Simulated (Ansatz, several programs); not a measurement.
Fluorite BaF2, relaxed with PBE in Ansatz (plane waves, PAW): space group Fm-3m (No. 225), cubic; conventional cell a = 6.245 Å, 20.30 Å³ an atom. Around Ba lie 8 F at 2.70 Å; around F lie 4 Ba at 2.70 Å. The cell was then scaled with its shape and fractional coordinates held. The values are computed, spin-unpolarised, and not measurements.

| V (Å³/atom) | E (meV/atom) |
| --- | --- |
| 19.078 | 14.24 |
| 20.296 | 0.00 |
| 20.905 | 2.74 |
| 21.514 | 10.74 |

(1) Pass a cubic E = c₀ + c₁u + c₂u² + c₃u³, with u = V − 20.448 Å³, through these points.

(2) Where is the minimum, and what bulk modulus follows?

(3) Predict the energy and the pressure at the withheld volume, 19.687 Å³.

Results:

(1) c₀ = 0.14, c₁ = +2.151, c₂ = 8.088, c₃ = -0.7268 (meV and Å³).

(2) dE/du = 0 at u = -0.131, so V₀ = 20.32 Å³. B = V₀ d²E/dV² = 20.32 × (2c₂ + 6c₃u) = 20.32 × 16.745 = 340 meV/Å³, and 1 meV/Å³ is 0.16022 GPa: 55 GPa. A third-order Birch-Murnaghan fit to all five points gives 20.32 Å³ and 54 GPa.

(3) With u = -0.761: E ≈ 3.51 meV and P = −dE/dV ≈ +1.83 GPa. The run gives 3.50 meV and, from its stress, +1.81 GPa.
